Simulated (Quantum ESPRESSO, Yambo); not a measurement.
Planning a run of Yambo 5.3.0 on GaN (P6_3mc). The input:

```
optics
bss
bse
em1s
dipoles
rim_cut
RandQpts= 1000000
RandGvec= 1 RL
Chimod= "HARTREE"
BSKmod= "SEX"
BSEmod= "coupling"
BSSmod= "d"
BSENGexx= 30 Ry
BSENGBlk= 6 Ry
% BSEQptR
 1 | 1 |
%
% BSEBands
 21 | 28 |
%
% BEnRange
 0 | 6 | eV
%
% BDmRange
 0.1 | 0.1 | eV
%
BEnSteps= 121
% BLongDir
 1 | 0 | 0 |
%
% BndsRnXs
 1 | 74 |
%
NGsBlkXs= 6 Ry
% LongDrXs
 1 | 1 | 1 |
%
% KfnQP_E
 0.852 | 1.0 | 1.0 |
%
WRbsWF
```

The database entry behind the starting cell has ideal inner coordinates that were not refined, so it need not match the best structure at ambient conditions.

```sh
OMP_NUM_THREADS=1 mpirun -n 4 yambo -F bse6.in -J bse6,bse3_W -C bse6 > bse6.log
```

The stored states that it reads are on a 6×6×4 mesh. Symmetry: P6_3mc, No. 186, hexagonal system. Conventional cell: a = 3.190 Å, b = 3.190 Å, c = 5.189 Å, α = 90.00°, β = 90.00°, γ = 120.00°. Nearest to Ga lie 4 N at 1.95 Å. N has 4 Ga at 1.95 Å nearest. Farther neighbours and most contacts between anions are not listed.

Q: How long will it take on 4 MPI ranks of Intel Xeon 6975P-C (Granite Rapids), shared host, and how much memory?

It took 2.7 min; on shared hardware allow 81 s to 5.4 min. Peak host memory was 4.0 GiB.

The kernel grows as the square of the matrix size, and full diagonalisation as its cube.

[Paths, hosts, dates, memory and timing lines, banners, echoed tables and standing remarks are left out of the program output.]

[Logs are printed without paths, hosts, clocks, repeated set-up lines and the standing remarks that a program may print on its own settings, such as how far it seeks lower states.]

[Runs of the session that timed out or met a known fault of the program may be left out.]

[Hosts, paths, dates, database ids (printed as entryN), source tags and the programs' standing remarks are cut or masked in the printed files.]
